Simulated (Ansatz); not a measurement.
## How far is this LiCl from the hull?

Level of theory: DFT PBE, scalar-relativistic, plane waves, PAW in Ansatz. Settings: cutoff 420 eV, Γ-centred meshes spaced at most about 0.3 Å⁻¹ (2π included), Gaussian smearing. No spin polarisation.

The zero of energy is the elements' standard structures at the same level (Cl₂ as a molecule); no fitted shifts are applied.

These are static total energies at zero pressure.

The competitors are the elements and 1 reference phase of this chemical system (from databases or known types: LiCl), relaxed at the same level; other known phases may be missing.

The candidate was reached from: 4-connected net, two elements alternating.

```cif
data_structure
_symmetry_space_group_name_H-M 'R3m:H'
_symmetry_Int_Tables_number 160
_cell_length_a 10.8037
_cell_length_b 10.8037
_cell_length_c 3.7095
_cell_angle_alpha 90.000
_cell_angle_beta 90.000
_cell_angle_gamma 120.000
_cell_volume 374.96
loop_
_atom_site_label
_atom_site_type_symbol
_atom_site_symmetry_multiplicity
_atom_site_Wyckoff_symbol
_atom_site_fract_x
_atom_site_fract_y
_atom_site_fract_z
_atom_site_occupancy
Li1 Li 9 b 0.20422 0.79578 0.59491 1
Cl1 Cl 9 b 0.78786 0.57572 0.40509 1
```

Question: Is it stable, and against what?

Answer: Not the lowest form: another structure of the same formula lies lower. Its formation energy is -1.835 eV/atom. The lowest competing phase at this composition is this:

| phase | space group | source | share of atoms | ΔE_f (eV/atom) |
| --- | --- | --- | --- | --- |
| LiCl | P6_3mc (No. 186) | Materials Project | 1.0000 | -1.878 |

The candidate lies 43 meV/atom above this phase. The candidate matches no cell in the subsets of the Crystallography Open Database and the Materials Project at hand. Such a margin is small enough for a metastable phase. Checks: no imaginary mode on a 2×2×2 q mesh. The Crystallography Open Database lists this formula in another space group (No. 225).
